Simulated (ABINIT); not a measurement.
# In (P6_3/mmc) in ABINIT: further runs, part 2 of 2

ABINIT 10.8.3 (patched build). Earlier steps stand in the parts before.

**3. Single point, PBE**

run.abi reads:

```
# Pseudopotentials
pp_dirpath "./"
pseudos "In.upf"

# Structure
acell 6.3031527308 6.3031527309 10.4107713002
rprim
     1.0000000000     0.0000000000     0.0000000000
    -0.5000000000     0.8660254038     0.0000000000
     0.0000000000     0.0000000000     1.0000000000
ntypat 1
znucl 49
natom 2
typat 1 1
xred
     0.6666666667     0.3333333333     0.7500000000
     0.3333333333     0.6666666667     0.2500000000

# Plane-wave basis
ecut 1115.666836 eV

# k points
kptopt 1
ngkpt 9 9 5
nshiftk 1
shiftk 0.0 0.0 0.0

# Exchange and correlation
ixc 11

# Bands and occupations
nband 26
occopt 3
tsmear 0.00183747

# SCF cycle
nstep 100
tolvrs 1.0e-10

# Output
iomode 3
prtwf 0
prtden 0
prteig 0
prtebands 0
enunit 1
```

Potentials or basis: PseudoDojo NC SR PBE v0.4 stringent.

On the command line:

```bash
$ abinit run.abi > log 2>&1
```

run.abo:

```text
.Version 10.8.3 of ABINIT
 Symmetries : space group P6_3/m m c (#194); Bravais hP (primitive hexag.)
================================================================================
 Values of the parameters that define the memory need of the present run
     intxc =       0    ionmov =       0      iscf =       7    lmnmax =       6
     lnmax =       6     mgfft =      64  mpssoang =       3    mqgrid =    3001
     natom =       2  nloc_mem =       1    nspden =       1   nspinor =       1
    nsppol =       1      nsym =      24    n1xccc =    2501    ntypat =       1
    occopt =       3   xclevel =       2
       mpw =        4521          nfft =      102400          nkpt =          36
================================================================================
================================================================================

--------------------------------------------------------------------------------
------------- Echo of variables that govern the present computation ------------
--------------------------------------------------------------------------------
 -outvars: echo values of preprocessed input variables --------
            acell      6.3031527308E+00  6.3031527309E+00  1.0410771300E+01 Bohr
              amu      1.14820000E+02
             ecut      4.10000000E+01 Hartree
           enunit           1
              ixc          11
         kptrlatt        9    0    0      0    9    0      0    0    5
          kptrlen      5.20538565E+01
            natom           2
            nband          26
            ngfft          40      40      64
             nkpt          36
            nstep         100
             nsym          24
           ntypat           1
           occopt           3
           prtden           0
        prtebands           0
           prteig           0
            prtwf           0
            rprim      1.0000000000E+00  0.0000000000E+00  0.0000000000E+00
                      -5.0000000000E-01  8.6602540380E-01  0.0000000000E+00
                       0.0000000000E+00  0.0000000000E+00  1.0000000000E+00
          spgroup         194
           tolvrs      1.00000000E-10
           tsmear      1.83747000E-03 Hartree
            typat      1  1
           xangst      1.6677423898E+00  9.6287151776E-01  4.1318571872E+00
                      -1.7639282173E-11  1.9257430355E+00  1.3772857291E+00
            xcart      3.1515763654E+00  1.8195634630E+00  7.8080784752E+00
                      -3.3333412365E-11  3.6391269260E+00  2.6026928251E+00
             xred      6.6666666667E-01  3.3333333333E-01  7.5000000000E-01
                       3.3333333333E-01  6.6666666667E-01  2.5000000000E-01
            znucl       49.00000

================================================================================

 chkinp: Checking input parameters for consistency.

================================================================================
== DATASET  1 ==================================================================

--- !DatasetInfo
iteration_state: {dtset: 1, }
dimensions: {natom: 2, nkpt: 36, mband: 26, nsppol: 1, nspinor: 1, nspden: 1, mpw: 4521, }
cutoff_energies: {ecut:  41.0, pawecutdg:  -1.0, }
electrons: {nelect:   4.20000000E+01, charge:   0.00000000E+00, occopt:   3.00000000E+00, tsmear:   1.83747000E-03, }
meta: {optdriver: 0, ionmov: 0, optcell: 0, iscf: 7, paral_kgb: 0, }
...

 Exchange-correlation functional for the present dataset will be:
  GGA: Perdew-Burke-Ernzerhof functional - ixc=11
  J.P.Perdew, K.Burke, M.Ernzerhof, PRL 77, 3865 (1996)

 Real(R)+Recip(G) space primitive vectors, cartesian coordinates (Bohr,Bohr^-1):
 R(1)=  6.3031527  0.0000000  0.0000000  G(1)=  0.1586508  0.0915971  0.0000000
 R(2)= -3.1515764  5.4586904  0.0000000  G(2)=  0.0000000  0.1831941  0.0000000
 R(3)=  0.0000000  0.0000000 10.4107713  G(3)=  0.0000000  0.0000000  0.0960544
 Unit cell volume ucvol=  3.5820298E+02 bohr^3
 Angles (23,13,12)=  9.00000000E+01  9.00000000E+01  1.20000000E+02 degrees

 getcut: wavevector=  0.0000  0.0000  0.0000  ngfft=  40  40  64
         ecut(hartree)=     41.000   => boxcut(ratio)=   2.13275

--- Pseudopotential description ------------------------------------------------
- pspini: atom type   1  psp file is ./In.upf
12 -101130 2 -1 1964                          pspcod,pspxc,lmax,lloc,mmax
     nproj     2     2     2

   2.83695057E+03                                ecore*ucvol(ha*bohr**3)
--------------------------------------------------------------------------------

================================================================================

--- !BeginCycle
iteration_state: {dtset: 1, }
solver: {iscf: 7, nstep: 100, nline: 4, wfoptalg: 0, }
tolerances: {tolvrs: 1.00E-10, }
...

     iter   Etot(hartree)      deltaE(h)  residm     vres2
 ETOT  1  -398.28083851590    -3.983E+02 3.215E-01 5.121E+00
 ETOT  2  -398.88590327836    -6.051E-01 9.693E-03 7.756E+00
 ETOT  3  -398.88786476411    -1.961E-03 5.885E-04 6.709E-01
 ETOT  4  -398.88806240856    -1.976E-04 1.437E-04 3.856E-02
 ETOT  5  -398.88807246066    -1.005E-05 1.336E-04 7.862E-04
 ETOT  6  -398.88807268737    -2.267E-07 5.857E-05 2.876E-05
 ETOT  7  -398.88807269611    -8.733E-09 5.398E-05 1.716E-08
 ETOT  8  -398.88807269611    -5.684E-13 2.234E-05 1.850E-09
 ETOT  9  -398.88807269612    -1.074E-11 1.972E-05 6.103E-12

 At SCF step    9       vres2   =  6.10E-12 < tolvrs=  1.00E-10 =>converged.

 Cartesian components of stress tensor (hartree/bohr^3)
  sigma(1 1)= -5.44162087E-05  sigma(3 2)=  0.00000000E+00
  sigma(2 2)= -5.44162102E-05  sigma(3 1)=  0.00000000E+00
  sigma(3 3)= -4.25854519E-05  sigma(2 1)=  2.02021391E-13

--- !ResultsGS
iteration_state: {dtset: 1, }
comment   : Summary of ground state results
lattice_vectors:
- [  6.3031527,   0.0000000,   0.0000000, ]
- [ -3.1515764,   5.4586904,   0.0000000, ]
- [  0.0000000,   0.0000000,  10.4107713, ]
lattice_lengths: [   6.30315,    6.30315,   10.41077, ]
lattice_angles: [ 90.000,  90.000, 120.000, ] # degrees, (23, 13, 12)
lattice_volume:   3.5820298E+02
convergence: {deltae: -1.074E-11, res2:  6.103E-12, residm:  1.972E-05, diffor: null, }
etotal    :  -3.98888073E+02
entropy   :   0.00000000E+00
fermie    :   2.74853911E-01
cartesian_stress_tensor: # hartree/bohr^3
- [ -5.44162087E-05,   2.02021391E-13,   0.00000000E+00, ]
- [  2.02021391E-13,  -5.44162102E-05,   0.00000000E+00, ]
- [  0.00000000E+00,   0.00000000E+00,  -4.25854519E-05, ]
pressure_GPa:   1.4850E+00
xred      :
- [  6.6667E-01,   3.3333E-01,   7.5000E-01, In]
- [  3.3333E-01,   6.6667E-01,   2.5000E-01, In]
cartesian_forces: # hartree/bohr
- [ -0.00000000E+00,  -0.00000000E+00,  -0.00000000E+00, ]
- [ -0.00000000E+00,  -0.00000000E+00,  -0.00000000E+00, ]
force_length_stats: {min:   0.00000000E+00, max:   0.00000000E+00, mean:   0.00000000E+00, }
...

 Integrated electronic density in atomic spheres:
 ------------------------------------------------
 Atom  Sphere_radius  Integrated_density
    1        2.00000         17.86925212
    2        2.00000         17.86925212
================================================================================

 ----iterations are completed or convergence reached----

 Mean square residual over all n,k,spin=   35.765E-09; max=  19.715E-06
 reduced coordinates (array xred) for    2 atoms
       0.666666666667      0.333333333333      0.750000000000
       0.333333333333      0.666666666667      0.250000000000
 rms dE/dt=  0.0000E+00; max dE/dt=  0.0000E+00; dE/dt below (all hartree)
    1       0.000000000000      0.000000000000      0.000000000000
    2       0.000000000000      0.000000000000      0.000000000000

 cartesian coordinates (angstrom) at end:
    1      1.66774238984995     0.96287151775649     4.13185718718853
    2     -0.00000000001764     1.92574303551298     1.37728572906284

 cartesian forces (hartree/bohr) at end:
    1     -0.00000000000000    -0.00000000000000    -0.00000000000000
    2     -0.00000000000000    -0.00000000000000    -0.00000000000000
 frms,max,avg= 0.0000000E+00 0.0000000E+00   0.000E+00  0.000E+00  0.000E+00 h/b

 cartesian forces (eV/Angstrom) at end:
    1     -0.00000000000000    -0.00000000000000    -0.00000000000000
    2     -0.00000000000000    -0.00000000000000    -0.00000000000000
 frms,max,avg= 0.0000000E+00 0.0000000E+00   0.000E+00  0.000E+00  0.000E+00 e/A
 length scales=  6.303152730800  6.303152730900 10.410771300200 bohr
              =  3.335484779718  3.335484779770  5.509142916251 angstroms
 Fermi (or HOMO) energy (eV) =   7.47916   Average Vxc (eV)= -10.59455
 Eigenvalues (   eV  ) for nkpt=  36  k points:
 kpt#   1, nband= 26, wtk=  0.00247, kpt=  0.0000  0.0000  0.0000 (reduced coord)
-108.08975 -108.08939  -66.56078  -66.56078  -66.56061  -66.55966  -66.55966  -66.55402
  -7.27027   -7.21572   -7.18932   -7.18932   -7.16285   -7.16285   -7.09024   -7.09024
  -6.91275   -6.91275   -2.03061    2.97828    4.06733   15.81993   15.81993   17.61296
  17.61296   17.74337
 prteigrs : prtvol=0 or 1, do not print more k-points.

--- !EnergyTerms
iteration_state     : {dtset: 1, }
comment             : Components of total free energy in Hartree
kinetic             :  1.35174821333706E+02
hartree             :  1.21658684169548E+02
xc                  : -5.61210260300962E+01
Ewald energy        : -2.25955119131168E+02
psp_core            :  7.91995237332071E+00
local_psp           : -3.47993135261080E+02
non_local_psp       : -3.35717484826581E+01
internal            : -3.98887571028428E+02
'-kT*entropy'       : -5.01667690869059E-04
total_energy        : -3.98888072696119E+02
total_energy_eV     : -1.08542974150490E+04
band_energy         : -4.96620916947053E+01
...

 Cartesian components of stress tensor (hartree/bohr^3)
  sigma(1 1)= -5.44162087E-05  sigma(3 2)=  0.00000000E+00
  sigma(2 2)= -5.44162102E-05  sigma(3 1)=  0.00000000E+00
  sigma(3 3)= -4.25854519E-05  sigma(2 1)=  2.02021391E-13

-Cartesian components of stress tensor (GPa)         [Pressure=  1.4850E+00 GPa]
- sigma(1 1)= -1.60098013E+00  sigma(3 2)=  0.00000000E+00
- sigma(2 2)= -1.60098018E+00  sigma(3 1)=  0.00000000E+00
- sigma(3 3)= -1.25290725E+00  sigma(2 1)=  5.94367451E-09

== END DATASET(S) ==============================================================
================================================================================

 -outvars: echo values of variables after computation  --------
            acell      6.3031527308E+00  6.3031527309E+00  1.0410771300E+01 Bohr
           etotal     -3.9888807270E+02
            fcart     -0.0000000000E+00 -0.0000000000E+00 -0.0000000000E+00
                      -0.0000000000E+00 -0.0000000000E+00 -0.0000000000E+00
            rprim      1.0000000000E+00  0.0000000000E+00  0.0000000000E+00
                      -5.0000000000E-01  8.6602540380E-01  0.0000000000E+00
                       0.0000000000E+00  0.0000000000E+00  1.0000000000E+00
           strten     -5.4416208691E-05 -5.4416210184E-05 -4.2585451893E-05
                       0.0000000000E+00  0.0000000000E+00  2.0202139054E-13
           xangst      1.6677423898E+00  9.6287151776E-01  4.1318571872E+00
                      -1.7639282173E-11  1.9257430355E+00  1.3772857291E+00
             xred      6.6666666667E-01  3.3333333333E-01  7.5000000000E-01
                       3.3333333333E-01  6.6666666667E-01  2.5000000000E-01
 Calculation completed.
```

Wall time 2 min (1 thread of Arm Neoverse V1, shared host); peak memory 0.15 GiB.

Results:

* Free energy: -10854.2974 eV
* Pressure: 1.5 GPa
* Band gap on the k mesh: none (metal or under the smearing width)
* Valence electrons inside the program's atomic spheres: In 17.87 (radii [1.0584] Å)

Levels at points of the mesh, in eV from the Fermi level:
```tsv
k point	band 18	band 19	band 20	band 21	band 22	band 23	band 24	band 25
(0.00, 0.00, 0.00)	-14.39	-9.51	-4.50	-3.41	8.34	8.34	10.13	10.13
```
